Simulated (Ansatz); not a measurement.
AlAs under several functionals and dispersion corrections (calculated)

Starting cell:

```
Al As
1.0
     0.00000    2.83040    2.83040
     2.83040    0.00000    2.83040
     2.83040    2.83040    0.00000
Al As
1 1
Direct
  0.00000 0.00000 0.00000
  0.75000 0.75000 0.75000
```

Ansatz, plane waves and PAW, scalar-relativistic (no spin–orbit coupling), 8×8×8 k-mesh. No spin polarisation. In the setting of the table the starting cell (space group F-43m) has 4.003 × 4.003 × 4.003 Å, angles 60.0 / 60.0 / 60.0°. Each functional was followed to zero pressure by scaling the cell, shape and atoms held, then fitted over four more volumes within ±4 % of it.

Question: What cell, stiffness and gap does each give?

Answer: 
| functional | V0 (Å³/atom) | cell | B0 (GPa) | B′ from the pressures | gap on the mesh | cutoff (eV) |
| --- | --- | --- | --- | --- | --- | --- |
| mr2SCAN | 22.88 | 4.015 × 4.015 × 4.015 Å, angles 60.0 / 60.0 / 60.0° | 76 | 4.2 | 1.81 eV | 500 |
| rPW86-PBE + rVV10 | 23.79 | 4.067 × 4.067 × 4.067 Å, angles 60.0 / 60.0 / 60.0° | 65 | 4.4 | 1.52 eV | 420 |
| PBE + D3(BJ)-ATM | 22.79 | 4.008 × 4.008 × 4.008 Å, angles 60.0 / 60.0 / 60.0° | 73 | 4.3 | 1.45 eV | 420 |
| r2SCAN + D3(BJ)-ATM | 22.64 | 4.001 × 4.001 × 4.001 Å, angles 60.0 / 60.0 / 60.0° | 78 | 4.2 | 1.80 eV | 500 |
| RPBE + D4 | 22.35 | 3.984 × 3.984 × 3.984 Å, angles 60.0 / 60.0 / 60.0° | 75 | 4.3 | 1.49 eV | 420 |

The volumes span 6.4 %, from RPBE + D4 to rPW86-PBE + rVV10. The stiffness doesn't follow the volume steadily: stiffest r2SCAN + D3(BJ)-ATM (78 GPa at 22.64 Å³/atom), softest rPW86-PBE + rVV10 (65 GPa at 23.79 Å³/atom), yet mr2SCAN is stiffer than PBE + D3(BJ)-ATM in a larger cell (76 against 73 GPa).

Caveats: gaps at these levels are rough, and mostly too small.

Points behind the fit for RPBE + D4:

```
V (Å³/atom)  E − Emin (meV/atom)  P (GPa)
     21.456                 9.02     3.35
     21.903                 2.17     1.59
     22.350                 0.00     0.00
     22.797                 2.02    -1.43
     23.244                 7.83    -2.71
```
